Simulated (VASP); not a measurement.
The system is BN.

```
CELL_PARAMETERS angstrom
0.00000 1.81300 1.81300
1.81300 0.00000 1.81300
1.81300 1.81300 0.00000
ATOMIC_POSITIONS crystal
N 0.25000 0.25000 0.25000
B 0.00000 0.00000 0.00000
```

The cell is a database's computed one.

Base run:

| Item | Value |
| --- | --- |
| Program | VASP 6.6.1 |
| Functional | rSCAN |
| Potentials or basis | VASP PAW PBE potentials, release 64 (N, B) |
| Cutoff | 520 eV |
| k mesh | 13 × 13 × 13 |
| Occupations | fermi-dirac, width 0.05 eV |
| Spin | no spin polarisation |

Its results: band gap on the k mesh 5.07 eV, indirect (least direct gap 9.46 eV).

**Question.** After a change of settings the same cell gave: band gap on the k mesh 4.36 eV, indirect (least direct gap 8.70 eV). Which change was it?
A. functional from rSCAN to LAK; further incar settings from ALGO = Normal; EDIFF = 1e-06; NBANDS = 11 to ALGO = Normal; EDIFF = 1e-07
B. functional from rSCAN to BLYP; further incar settings from ALGO = Normal; EDIFF = 1e-06; NBANDS = 11 to ALGO = Fast; EDIFF = 1e-06
C. functional from rSCAN to AM05; further incar settings from ALGO = Normal; EDIFF = 1e-06; NBANDS = 11 to ALGO = Fast; EDIFF = 1e-06; NBANDS = 11
D. functional from rSCAN to r2SCAN0; k mesh from 13 × 13 × 13 to 7 × 7 × 7

**Answer.** C.

Not every run made on this cell is shown here.
